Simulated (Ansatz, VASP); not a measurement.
**One calculation of NbP, two programs**

```
Nb P
1.0
     6.20964    0.00000    0.00000
     4.40253    4.37919    0.00000
    -5.30608   -2.18960    2.36870
Nb P
2 2
Direct
  0.24988 0.74988 0.50000
  0.49988 0.49988 0.00000
  0.83275 0.33275 0.50000
  0.08275 0.08275 0.00000
```

Alike in both runs: task single point; functional PBE; k mesh 11 × 11 × 11; occupations gaussian, width 0.05 eV; no spin polarisation.

|  | VASP | Ansatz |
| --- | --- | --- |
| version | VASP 6.6.1 | Ansatz 0.2.0 |
| potentials or method | VASP PAW PBE potentials, release 64 (Nb_sv, P) | Ansatz PAW |
| plane-wave cutoff (eV) | 520 | 420 |
| valence electrons in the cell | 36 | 36 |

VASP gave:

```
gap on the k mesh at the Fermi level (eV)       : none
pressure (GPa)                                  : -1.5
largest component of the traceless stress (GPa) : 0.20
rms of the force components (eV/Å)              : 0.010
```

Task: Which values does Ansatz return?

Result: gap on the k mesh at the Fermi level (eV): none; pressure (GPa): -1.1; largest component of the traceless stress (GPa): 0.22; rms of the force components (eV/Å): 0.011.

Atom by atom the forces differ by 0.001 eV/Å (rms over components). A gap of «none» marks a metal or a gap that the smearing closes.
